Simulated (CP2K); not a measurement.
ZrO2:

```
CELL_PARAMETERS angstrom
3.59928 0.00000 0.00000
1.79964 3.11706 0.00000
1.79964 1.03902 2.93880
ATOMIC_POSITIONS crystal
Zr 0.00000 0.00000 0.00000
O 0.75000 0.75000 0.75000
O 0.25000 0.25000 0.25000
```

Measurements of this composition are mostly on another form, of space group No. 14.

Base run:

* Program: CP2K 2026.2
* Functional: BEEF-vdW
* Potentials or basis: POTENTIAL_UZH Zr GTH-PBE-q12, O GTH-PBE-q6; TZVP-MOLOPT-PBE-GTH basis
* Density cutoff: 11565 eV
* k mesh: 9 × 9 × 9
* Occupations: fermi-dirac, width 0.05 eV
* Spin: no spin polarisation

Its results: band gap on the k mesh 3.55 eV, indirect (least direct gap 4.01 eV); pressure 7.4 GPa.

Task: After a change of settings the same cell gave: band gap on the k mesh 3.37 eV, indirect (least direct gap 3.86 eV); pressure -4.6 GPa. Which change was it?
A. functional from BEEF-vdW to PBEsol
B. functional from BEEF-vdW to LDA
C. functional from BEEF-vdW to optB88-vdW
D. functional from BEEF-vdW to revPBE

Result: B.

Caveats: the potentials were made for another functional, which shifts forces and pressure; an odd mesh through Γ misses points on the zone boundary, where band edges often lie; the basis of atomic orbitals isn't converged, which shifts pressures, moduli and gaps.

Runs at the PBE level aren't shown here.
